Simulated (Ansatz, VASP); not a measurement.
# One calculation of Au, two programs

```
Au
1.0
     2.92871    0.00000    0.00000
    -1.46436    2.53634    0.00000
     0.00000    0.00000    4.92832
Au
2
Cartesian
  0.0000 1.6909 3.6962
  1.4644 0.8454 1.2321
```

Change from the starting cell: volume scaled by 1.03.

Alike in both runs: task single point; functional PBEsol; k mesh 14 × 14 × 8; occupations fermi-dirac, width 0.03 eV; no spin polarisation.

|  | VASP | Ansatz |
| --- | --- | --- |
| version | VASP 6.6.1 | Ansatz 0.2.0 |
| potentials or method | VASP PAW PBE potentials, release 64 (Au), cutoff 520 eV | all-electron LAPW, scalar-relativistic |

|  | VASP | Ansatz | Ansatz less VASP |
| --- | --- | --- | --- |
| pressure (GPa) | -10.1 | -9.9 | +0.19 |

Ansatz ran all-electron here, so the differences hold the error of VASP's frozen core and of both bases.

Caveats: the PAW data sets were made with another functional, which shifts forces and pressure a little (VASP). The runs have no spin-orbit coupling, so splittings on Au are missing.
